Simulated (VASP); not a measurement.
# BN (F-43m) in VASP: further runs

One crystal, BN, is run at these levels: LDA; tasks: dielectric tensor.

Program: VASP 6.6.1. These are calculated values, not measurements. Logs are shortened: lines on timing, memory, paths and dates and some standing lists are left out, and cuts for length are marked.

### 1 The structure

It takes space group F-43m (No. 216, cubic). The conventional cell has a = 3.626 Å, b = 3.626 Å, c = 3.626 Å, α = 90.00°, β = 90.00°, γ = 90.00°. N (site symmetry -43m) has 4 B at 1.57 Å as nearest neighbours. B (site symmetry -43m) has 4 N at 1.57 Å as nearest neighbours.

The cell is a database's computed one.

### 2 Dielectric tensor, LDA

Contents of INCAR:

```
SYSTEM = BN
  PREC = Accurate
  ENCUT = 400
  EDIFF = 1E-8
  ISMEAR = 0
  SIGMA = 0.01
  LREAL = .FALSE.
  LASPH = .TRUE.
  NELM = 100
  ALGO = Normal
  ISIF = 2
  LWAVE = .FALSE.
  LCHARG = .FALSE.
  GGA = CA
  LEPSILON = .TRUE.
```

Contents of KPOINTS:

```
Automatic mesh
0
G
  8 8 8
  0 0 0
```

Contents of POSCAR:

```
BN
1.0
    0.0000000000      1.8130010000      1.8130010000
    1.8130010000      0.0000000000      1.8130010000
    1.8130010000      1.8130010000      0.0000000000
N B
1 1
Direct
    0.2500000000      0.2500000000      0.2500000000
    0.0000000000      0.0000000000      0.0000000000
```

Potentials or basis: VASP PAW LDA potentials, release 64 (N, B).

Launch:

```sh
$ cat potpaw_LDA.64/N/POTCAR potpaw_LDA.64/B/POTCAR > POTCAR
$ mpirun -np 1 vasp_std > vasp.out
```

OUTCAR:

```text
SYSTEM = BN
   PREC = Accurate
   ENCUT = 400
   EDIFF = 1E-8
   ISMEAR = 0
   LREAL = .FALSE.
   LASPH = .TRUE.
   NELM = 100
   ISIF = 2
   GGA = CA
   LEPSILON = .TRUE.

 Found     29 irreducible k-points:

 Following reciprocal coordinates:
            Coordinates               Weight
  0.000000  0.000000  0.000000      1.000000
  0.125000  0.000000  0.000000      8.000000
  0.250000  0.000000  0.000000      8.000000
  0.375000  0.000000  0.000000      8.000000
  0.500000  0.000000  0.000000      4.000000
  0.125000  0.125000  0.000000      6.000000
   k-points           NKPTS =     29   k-points in BZ     NKDIM =     29   number of bands    NBANDS=      8
   number of dos      NEDOS =    301   number of ions     NIONS =      2
   total plane-waves  NPLWV =   5832
   dimension x,y,z NGX =    18 NGY =   18 NGZ =   18
   dimension x,y,z NGXF=    36 NGYF=   36 NGZF=   36
   ions per type =               1   1
   NGX,Y,Z   is equivalent  to a cutoff of  11.67, 11.67, 11.67 a.u.
   NGXF,Y,Z  is equivalent  to a cutoff of  23.34, 23.34, 23.34 a.u.
 SYSTEM =  BN
   PREC   = accura    normal or accurate (medium, high low for compatibility)
   ISTART =      0    job   : 0-new  1-cont  2-samecut
   ICHARG =      2    charge: 1-file 2-atom 10-const
   ISPIN  =      1    spin polarized calculation?
   LNONCOLLINEAR =      F non collinear calculations
   LSORBIT =      F    spin-orbit coupling
   LASPH  =      T    aspherical Exc in radial PAW
   ENCUT  =  400.0 eV  29.40 Ry    5.42 a.u.   4.18  4.18  4.18*2*pi/ulx,y,z
   NELM   =    100;   NELMIN=  2; NELMDL= -5     # of ELM steps
   EDIFF  = 0.1E-07   stopping-criterion for ELM
   LREAL  =      F    real-space projection
   EDIFFG = 0.1E-06   stopping-criterion for IOM
   NSW    =      0    number of steps for IOM
   IBRION =     -1    ionic relax: 0-MD 1-quasi-New 2-CG
   NFREE  =      0    steps in history (QN), initial steepest desc. (CG)
   ISIF   =      2    stress and relaxation
   ISYM   =      2    0-nonsym 1-usesym 2-fastsym
   POTIM  = 0.5000    time-step for ionic-motion
   TEBEG  =    0.0;   TEEND  =   0.0 temperature during run
   PSTRESS=    0.0 pullay stress
   NELECT =       8.0000    total number of electrons
   NUPDOWN=      -1.0000    fix difference up-down
   EMIN   =  10.00;   EMAX   =-10.00  energy-range for DOS
   EFERMI =   0.00;   METHOD = LEGACY
   ISMEAR =     0;   SIGMA  =   0.01  broadening in eV -4-tet -1-fermi 0-gaus
   EFERMI_NEDOS =   21; number of points for ismear=-14 and -15
   IALGO  =     38    algorithm
   IMIX   =      4    mixing-type and parameters
     AMIX     =   0.40;   BMIX     =  1.00
     AMIX_MAG =   1.60;   BMIX_MAG =  1.00
  volume/ion in A,a.u.               =       5.96        40.22
  Fermi-wavevector in a.u.,A,eV,Ry     =   1.433387  2.708709 27.954506  2.054598
  Thomas-Fermi vector in A             =   2.552911
   LORBIT       =      0    0 simple, 1 ext, 2 COOP (PROOUT), +10 PAW based schemes
   GGA     = CA    functional components
   LHFCALC =     F    Hartree Fock is set to
   AEXX    =    0.0000 exact exchange contribution
   IVDW    =     0    specifies the selected vdW correction
   LEPSILON=     T    determine dielectric tensor
   LRPA    =     F    only Hartree local field effects (RPA)
 non-spin polarized calculation
 Gauss-broadening in eV      SIGMA  =   0.01
  energy-cutoff  :      400.00
  volume of cell :       11.92
 maximum number of plane-waves:       228
 NGX is ok and might be reduce to    18
   NGX =  9   NGY =  9   NGZ =  9

--------------------------------------- Ionic step        1  -------------------------------------------

 number of electron       7.9999999 magnetization

 E-fermi :   7.3515     XC(G=0): -13.0612

 val. band max:        7.3104007090   @ k =   0.0000   0.0000   0.0000
 cond. band min:      11.6070036626   @ k =   0.5000   0.5000   0.0000
 fundamental gap:      4.2966029536
 Fermi energy:         7.3514880204

 k-point     1 :       0.0000    0.0000    0.0000
  band No.  band energies     occupation
      1     -12.6936      2.00000
      2       7.3104      2.00000
      3       7.3104      2.00000
      4       7.3104      2.00000
      5      15.9236      0.00000
      6      15.9236      0.00000
      7      15.9236      0.00000
      8      17.5577      0.00000

 k-point     2 :       0.1250    0.0000    0.0000
  band No.  band energies     occupation
      1     -12.3173      2.00000
      2       5.4230      2.00000
      3       6.9062      2.00000
      4       6.9062      2.00000
      5      16.3082      0.00000
      6      16.4869      0.00000
      7      16.4869      0.00000
      8      18.6984      0.00000

 k-point     3 :       0.2500    0.0000    0.0000
  band No.  band energies     occupation
      1     -11.2201      2.00000
      2       1.8545      2.00000
      3       6.1592      2.00000
      4       6.1592      2.00000
      5      16.8098      0.00000
      6      17.4276      0.00000
      7      17.4276      0.00000
      8      20.6446      0.00000

 k-point     4 :       0.3750    0.0000    0.0000
  band No.  band energies     occupation
      1      -9.5913      2.00000
      2      -1.5816      2.00000
      3       5.5584      2.00000
      4       5.5584      2.00000
      5      17.2109      0.00000
      6      17.7881      0.00000
      7      17.7881      0.00000
      8      21.8390      0.00000

 k-point     5 :       0.5000    0.0000    0.0000
  band No.  band energies     occupation
      1      -8.4576      2.00000
      2      -3.3584      2.00000
      3       5.3425      2.00000
      4       5.3425      2.00000
      5      17.3606      0.00000
      6      17.7934      0.00000
      7      17.7934      0.00000
      8      22.2006      0.00000

 k-point     6 :       0.1250    0.1250    0.0000
  band No.  band energies     occupation
      1     -12.1921      2.00000
      2       6.0560      2.00000
      3       6.1740      2.00000
      4       6.1741      2.00000
      5      15.2584      0.00000
      6      17.4384      0.00000
      7      17.4384      0.00000
      8      18.6890      0.00000

 [... further k-points ...]

  FORCE on cell =-STRESS in cart. coord.  units (eV):
  Direction    XX          YY          ZZ          XY          YZ          ZX
  --------------------------------------------------------------------------------------
  -------------------------------------------------------------------------------------
  Total       -1.4499806     -1.4499806     -1.4499806      0.0000000      0.0000000      0.0000000
  in kB     -194.9165234   -194.9165234   -194.9165234      0.0000000      0.0000000      0.0000000
  external PRESSURE =    -194.9165234 kB  Pullay stress =       0.0000000 kB

 VOLUME and BASIS-vectors are now :
 -----------------------------------------------------------------------------
  energy-cutoff  :      400.00
  volume of cell :       11.92
      direct lattice vectors                 reciprocal lattice vectors
     0.000000000  1.813001000  1.813001000    -0.275785838  0.275785838  0.275785838
     1.813001000  0.000000000  1.813001000     0.275785838 -0.275785838  0.275785838
     1.813001000  1.813001000  0.000000000     0.275785838  0.275785838 -0.275785838

 POSITION                                       TOTAL-FORCE (eV/Angst)
 -----------------------------------------------------------------------------------
      0.90650      0.90650      0.90650        -0.000000     -0.000000     -0.000000
      0.00000      0.00000      0.00000         0.000000      0.000000      0.000000
 -----------------------------------------------------------------------------------
    total drift:                               -0.000000     -0.000000     -0.000000

  FREE ENERGIE OF THE ION-ELECTRON SYSTEM (eV)
  ---------------------------------------------------
  free  energy   TOTEN  =       -19.3975988129 eV

  energy  without entropy=      -19.3975988129  energy(sigma->0) =      -19.39759881

 HEAD OF MICROSCOPIC STATIC DIELECTRIC TENSOR (INDEPENDENT PARTICLE, excluding Hartree and local field effects)
 ------------------------------------------------------
           4.771617     0.000000     0.000000
           0.000000     4.771617     0.000000
          -0.000000     0.000000     4.771617
 ------------------------------------------------------

 Free energy of the ion-electron system (eV)
  ---------------------------------------------------
  ---------------------------------------------------
  free energy    TOTEN  =        -0.12637417 eV

  energy without entropy =       -0.12637417

------------------------ aborting loop because EDIFF is reached ----------------------------------------

--------------------------------------- Ionic step        2  -------------------------------------------

------------------------ aborting loop because EDIFF is reached ----------------------------------------

--------------------------------------- Ionic step        3  -------------------------------------------

 Free energy of the ion-electron system (eV)
  ---------------------------------------------------
  ---------------------------------------------------
  free energy    TOTEN  =        -0.12637413 eV

  energy without entropy =       -0.12637413

------------------------ aborting loop because EDIFF is reached ----------------------------------------

 PIEZOELECTRIC TENSOR FIELD DIRECTION 3  (e Angst)
 -----------------------------------------------------------------------------
    -0.00025 -0.75820  0.00000           ( -0.00000 -0.01090  0.00000)
    -0.75820 -0.00025  0.00000           ( -0.01090 -0.00000  0.00000)
     0.00000  0.00000  0.00015           (  0.00000  0.00000 -0.00000)

 PIEZOELECTRIC TENSOR FIELD DIRECTION 3  (C/m^2)
 -----------------------------------------------------------------------------
    -0.00034 -1.01922  0.00000
    -1.01922 -0.00034  0.00000
     0.00000  0.00000  0.00020

 MACROSCOPIC STATIC DIELECTRIC TENSOR (including local field effects in DFT)
 ------------------------------------------------------
           4.613782    -0.000000     0.000000
           0.000000     4.613782     0.000000
           0.000000    -0.000000     4.613782
 ------------------------------------------------------

 PIEZOELECTRIC TENSOR (including local field effects)  for field in x, y, z        (e  Angst)
          XX          YY          ZZ          XY          YZ          ZX
  --------------------------------------------------------------------------------
  x    -0.00000     0.00000    -0.00000     0.00000    -0.75895     0.00000
  y     0.00000    -0.00000     0.00000     0.00000     0.00000    -0.75895
  z     0.00000     0.00000    -0.00000    -0.75895     0.00000     0.00000

 PIEZOELECTRIC TENSOR (including local field effects)  for field in x, y, z        (C/m^2)
          XX          YY          ZZ          XY          YZ          ZX
  --------------------------------------------------------------------------------
  x    -0.00000     0.00000    -0.00000     0.00000    -1.02023     0.00000
  y     0.00000    -0.00000     0.00000     0.00000     0.00000    -1.02023
  z     0.00000     0.00000    -0.00000    -1.02023     0.00000     0.00000

 BORN EFFECTIVE CHARGES (including local field effects) (in |e|, cummulative output)
 ---------------------------------------------------------------------------------
 ion    1
    1    -1.88829     0.00000    -0.00000
    2    -0.00000    -1.88829    -0.00000
    3     0.00000     0.00000    -1.88829
 ion    2
    1     1.88829     0.00000     0.00000
    2     0.00000     1.88829     0.00000
    3    -0.00000     0.00000     1.88829
```

It took 19 s on 1 thread of AMD EPYC 9R45 (Zen 5), shared host; peak memory 0.09 GiB.

These settings aren't checked as converged: the numbers below hold their error.

Results:

| Item | Value |
| --- | --- |
| Band gap on the k mesh | 4.30 eV, indirect (least direct gap 8.61 eV) |
| Electronic dielectric tensor (diagonal) | 4.61 |
| Born charges (mean of the diagonal) | N -1.89; B +1.89 e |

Caveat: the cutoff is under 1.25 times the usual one of these potentials, so pressure, stress and relaxed cells hold a basis-set (Pulay) error.

### 3 Dielectric tensor, LDA

INCAR, as its differences from that of step 2:

```diff
@@ -3,3 +3,3 @@
   ENCUT = 400
-  EDIFF = 1E-8
+  EDIFF = 1E-5
   ISMEAR = 0
```

KPOINTS is that of step 2.

POSCAR is that of step 2.

Potentials or basis: VASP PAW LDA potentials, release 64 (N, B).

Launch:

```sh
$ cat potpaw_LDA.64/N/POTCAR potpaw_LDA.64/B/POTCAR > POTCAR
$ mpirun -np 1 vasp_std > vasp.out
```

OUTCAR:

```text
SYSTEM = BN
   PREC = Accurate
   ENCUT = 400
   EDIFF = 1E-5
   ISMEAR = 0
   LREAL = .FALSE.
   LASPH = .TRUE.
   NELM = 100
   ISIF = 2
   GGA = CA
   LEPSILON = .TRUE.

 Found     29 irreducible k-points:

 Following reciprocal coordinates:
            Coordinates               Weight
  0.000000  0.000000  0.000000      1.000000
  0.125000  0.000000  0.000000      8.000000
  0.250000  0.000000  0.000000      8.000000
  0.375000  0.000000  0.000000      8.000000
  0.500000  0.000000  0.000000      4.000000
  0.125000  0.125000  0.000000      6.000000
   k-points           NKPTS =     29   k-points in BZ     NKDIM =     29   number of bands    NBANDS=      8
   number of dos      NEDOS =    301   number of ions     NIONS =      2
   total plane-waves  NPLWV =   5832
   dimension x,y,z NGX =    18 NGY =   18 NGZ =   18
   dimension x,y,z NGXF=    36 NGYF=   36 NGZF=   36
   ions per type =               1   1
   NGX,Y,Z   is equivalent  to a cutoff of  11.67, 11.67, 11.67 a.u.
   NGXF,Y,Z  is equivalent  to a cutoff of  23.34, 23.34, 23.34 a.u.
 SYSTEM =  BN
   PREC   = accura    normal or accurate (medium, high low for compatibility)
   ISTART =      0    job   : 0-new  1-cont  2-samecut
   ICHARG =      2    charge: 1-file 2-atom 10-const
[... 179 lines left out ...]
  ---------------------------------------------------
  free energy    TOTEN  =        -0.12637338 eV

  energy without entropy =       -0.12637338

------------------------ aborting loop because EDIFF is reached ----------------------------------------

 PIEZOELECTRIC TENSOR FIELD DIRECTION 3  (e Angst)
 -----------------------------------------------------------------------------
    -0.00025 -0.75822  0.00000           ( -0.00000 -0.01090  0.00000)
    -0.75822 -0.00025  0.00000           ( -0.01090 -0.00000  0.00000)
     0.00000  0.00000  0.00015           (  0.00000  0.00000 -0.00000)

 PIEZOELECTRIC TENSOR FIELD DIRECTION 3  (C/m^2)
 -----------------------------------------------------------------------------
    -0.00034 -1.01925  0.00000
    -1.01925 -0.00034  0.00000
     0.00000  0.00000  0.00020

 MACROSCOPIC STATIC DIELECTRIC TENSOR (including local field effects in DFT)
 ------------------------------------------------------
           4.613779    -0.000000     0.000000
           0.000000     4.613779    -0.000000
          -0.000000    -0.000000     4.613779
 ------------------------------------------------------

 PIEZOELECTRIC TENSOR (including local field effects)  for field in x, y, z        (e  Angst)
          XX          YY          ZZ          XY          YZ          ZX
  --------------------------------------------------------------------------------
  x     0.00000    -0.00000     0.00000     0.00000    -0.75897     0.00000
  y     0.00000    -0.00000     0.00000     0.00000     0.00000    -0.75897
  z     0.00000     0.00000     0.00000    -0.75897     0.00000     0.00000

 PIEZOELECTRIC TENSOR (including local field effects)  for field in x, y, z        (C/m^2)
          XX          YY          ZZ          XY          YZ          ZX
  --------------------------------------------------------------------------------
  x     0.00000    -0.00000     0.00000     0.00000    -1.02026     0.00000
  y     0.00000    -0.00000     0.00000     0.00000     0.00000    -1.02026
  z     0.00000     0.00000     0.00000    -1.02026     0.00000     0.00000

 BORN EFFECTIVE CHARGES (including local field effects) (in |e|, cummulative output)
 ---------------------------------------------------------------------------------
 ion    1
    1    -1.88843     0.00000     0.00000
    2     0.00000    -1.88843     0.00000
    3     0.00000     0.00000    -1.88843
 ion    2
    1     1.88843     0.00000     0.00000
    2    -0.00000     1.88843    -0.00000
    3    -0.00000    -0.00000     1.88843
```

OSZICAR:

```text
N       E                     dE             d eps       ncg     rms          rms(c)
DAV:   1    -0.289017814167E+01   -0.28902E+01   -0.44742E+03   528   0.803E+02
DAV:   2    -0.204149511471E+02   -0.17525E+02   -0.16692E+02   616   0.122E+02
DAV:   3    -0.204950752683E+02   -0.80124E-01   -0.80124E-01   608   0.954E+00
[... 14 lines left out ...]
RMM:   1    -0.123802504328E+00   -0.12380E+00   -0.38055E-01  3170   0.232E+00
RMM:   2    -0.124206669104E+00   -0.40416E-03   -0.64264E-04  2398   0.174E-01    0.594E-01
RMM:   3    -0.121826953327E+00    0.23797E-02   -0.11603E-03  2369   0.310E-01    0.348E-01
RMM:   4    -0.125885175966E+00   -0.40582E-02   -0.17377E-03  2395   0.378E-01    0.367E-02
RMM:   5    -0.126349146143E+00   -0.46397E-03   -0.19338E-05  2423   0.426E-02    0.405E-03
RMM:   6    -0.126365035447E+00   -0.15889E-04   -0.11363E-07  1915   0.311E-03    0.206E-03
RMM:   7    -0.126373379876E+00   -0.83444E-05   -0.93236E-09  1203   0.159E-03    0.108E-04
```

It took 15 s on 1 thread of AMD EPYC 9R45 (Zen 5), shared host; peak memory 0.09 GiB.

The run converged, but some of its settings lie outside the range that counts as converged, so its numbers aren't taken as properties of the crystal.

Results:

| Property | Result |
| --- | --- |
| Band gap on the k mesh | 4.30 eV, indirect (least direct gap 8.61 eV) |
| Electronic dielectric tensor (diagonal) | 4.61 |
| Born charges (mean of the diagonal) | N -1.89; B +1.89 e |

Caveat: the cutoff is under 1.25 times the usual one of these potentials, so pressure, stress and relaxed cells hold a basis-set (Pulay) error.
